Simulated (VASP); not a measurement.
Here is a VASP 6.6.1 calculation.

File POSCAR:

```
MoSe2
1.0
    3.2791117628      0.0000000000      0.0000000000
   -1.6395558814      2.8397940908      0.0000000000
    0.0000000000      0.0000000000     34.1250000000
  Se              Mo
     6     3
Direct
     0.3333333300000021    0.6666666699999979    0.2632741176701643
     0.3333333300000021    0.6666666699999979    0.3615856035457483
     0.6666666699999979    0.3333333300000021    0.4508823104026902
     0.6666666699999979    0.3333333300000021    0.5491176895973098
     0.3333333300000021    0.6666666699999979    0.6384143964542517
     0.3333333300000021    0.6666666699999979    0.7367258823298357
     0.6666666699999979    0.3333333300000021    0.3124328383568624
     0.3333333300000021    0.6666666699999979    0.5000000000000000
     0.6666666699999979    0.3333333300000021    0.6875671616431376
```

Contents of INCAR.step1:

```
SYSTEM = MoSe2
PREC = Accurate
ENCUT = 600
EDIFF = 1E-8
ISMEAR = 0
SIGMA = 0.03
LREAL = .FALSE.
LASPH = .TRUE.
NELM = 80
ALGO = Fast
ISIF = 2
LWAVE = .FALSE.
LCHARG = .FALSE.
GGA = PE
IVDW = 12
LATTICE_CONSTRAINTS = .TRUE. .TRUE. .FALSE.
KPAR = 4
IBRION = 2
NSW = 40
EDIFFG = -0.002
```

The input INCAR.step2:

```
SYSTEM = MoSe2
PREC = Accurate
ENCUT = 600
EDIFF = 1E-8
ISMEAR = 0
SIGMA = 0.03
LREAL = .FALSE.
LASPH = .TRUE.
NELM = 80
ALGO = Fast
ISIF = 2
LWAVE = .FALSE.
LCHARG = .FALSE.
GGA = PE
IVDW = 12
LATTICE_CONSTRAINTS = .TRUE. .TRUE. .FALSE.
KPAR = 4
IBRION = 6
NFREE = 2
POTIM = 0.015
NSW = 1
```

KPOINTS

```
regular mesh
0
G
  12 12 1
  0 0 0
```

Potentials or basis: VASP PAW PBE potentials, release 64 (Se, Mo_sv).

The run is started by

```sh
$ cat potpaw_PBE.64/Se/POTCAR potpaw_PBE.64/Mo_sv/POTCAR > POTCAR
$ cp INCAR.step1 INCAR
$ mpirun -np 4 vasp_std > vasp.out
$ cp CONTCAR POSCAR
$ cp INCAR.step2 INCAR
$ mpirun -np 4 vasp_std > vasp.out
```

(1) Estimate the highest phonon frequency at Γ, LO-TO splitting left out.

(2) Predict the dispersion energy per atom.

Results:

(1) 350 cm⁻¹.

(2) -0.433 eV.
